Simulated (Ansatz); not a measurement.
**A plane-wave run on GaN**

The input, for Ansatz 0.2.0 (plane waves, PAW):

```yaml
crystal:
  lattice:
    - [1.554513, 2.669448, -0.001645]
    - [-1.54671, 2.664943, -0.002574]
    - [0.001508, -0.003957, 5.041508]
  atoms:
    - { symbol: Ga, position: [0.346987, 0.327236, 0.983877] }
    - { symbol: Ga, position: [0.696164, 0.6385, 0.501994] }
    - { symbol: "N", position: [0.357371, 0.294268, 0.393704] }
    - { symbol: "N", position: [0.632052, 0.711076, 0.930934] }
kpoints:
  mp_grid: { grid: [7, 7, 4], shift: [0.0, 0.5, 0.0] }
magnetization:
  spin_polarized: false
scf:
  occupations: { method: fermi_dirac }
  lower_state_search: "off"
  max_iter: 200
hamiltonian:
  pseudopotentials: { kind: paw }
  xc: pbe
basis:
  ecutwfc: 420
  fft_grid_basis: typed
output:
  forces: true
  stress: true
  eigenvalues: true
  bader: true
  populations: true
  elf: true
  write_potential: true
  volumetric_format: npy
  dos:
    e_range: [-12, 8]
    de: 0.05
    projected: { site_lists: { Ga: [Ga], "N": ["N"] } }
checkpoint:
  read: saved_state
```

The run starts from an earlier solution of this cell. 

Parts of the output:

```
Pseudopotentials: kind: paw
Pseudopotential: Ga, paw, valence charge 13, recommended cutoff 420 eV (normal), Ga.paw.azcp
Pseudopotential: N, paw, valence charge 5, recommended cutoff 420 eV (normal), N.paw.azcp
Functional definition: PBE
  exchange = pbe_x(kappa = kappa, mu = beta*pi^2/3)
  correlation = pbe_c(beta = beta)
Crystal: 4 atoms, lattice volume = 41.701 Å³
Basis set: ecut = 420 eV, 797 PW (Γ), exchange–correlation on 48×48×72 points (8 copies of the dense FFT grid, shifted against one another)
Bands: 22, of which v1, the nominal top of the filled ones, is band 18 counted from 1 (17 counted from 0)
Symmetry: 1 space group operations
Space group: P1 (ITA 1), of the structure as read, at distance tolerance 3.5e-5 Å
k-points: 99 of 196 (time reversal used)
Initial density: read from a saved state, or passed on in memory by an earlier SCF of this step, an earlier step, the calling program or the single point that the run made first
Functional: x = pbe(κ = 0.804, μ = 0.2195), c = pbe(β = 0.0667)
SCF iter   1: F=—  Δρ=7.36e-4  dr2=9.19e-5
SCF iter   2: F=—  Δρ=3.98e-4  dr2=2.91e-5
SCF iter   3: F=—  Δρ=1.21e-4  dr2=4.32e-6
SCF iter   4: F=—  Δρ=3.92e-5  dr2=3.09e-7
SCF iter   5: F=-8334.3385 eV  Δρ=1.19e-5  dr2=5.15e-8
Free energy (F): -8334.3385 eV
Harris-Foulkes:  -8334.3385 eV  (|F-HF|=3.75e-9)
Internal energy: -8334.3385 eV  (E = F + TS)
E sigma→0 (E₀):  -8334.3385 eV
Entropy (-TS):    0.0000 eV (-0.000 meV/atom)
Fermi energy:    12.6524 eV
--- Forces (eV/Å), atoms counted from 1 ---
  atom   1  Ga    -4.5449     1.3019     2.7030
  atom   2  Ga    -0.0207    -0.6279     0.6698
  atom   3  N     -0.5090     0.7909     0.0199
  atom   4  N      5.0746    -1.4650    -3.3927
--- Stress (GPa, compression-positive) ---
       49.8779     -17.8999      -3.6412
      -17.8999      42.5521       0.4215
       -3.6412       0.4215      12.6490
  P = ⅓ Tr σ = 35.0263 GPa (350.263 kbar)
--- Löwdin populations: 4 sites ---
  site symbol       q [e]
     0     Ga     12.1634
     1     Ga     12.2249
     2      N      5.7566
     3      N      5.7698
  spilling = 0.0024 (of n_electrons = 36.0000)
--- Bader charges: 4 sites ---
  site symbol  charge [e]  shift [e]
     0     Ga      1.6436     0.0189
     1     Ga      1.5477     0.0137
     2      N     -1.5885     0.0145
     3      N     -1.6028     0.0181
```

Origin: a strained cell with displaced atoms, so it need not be a known compound. Caveats: atoms or cell far from equilibrium.
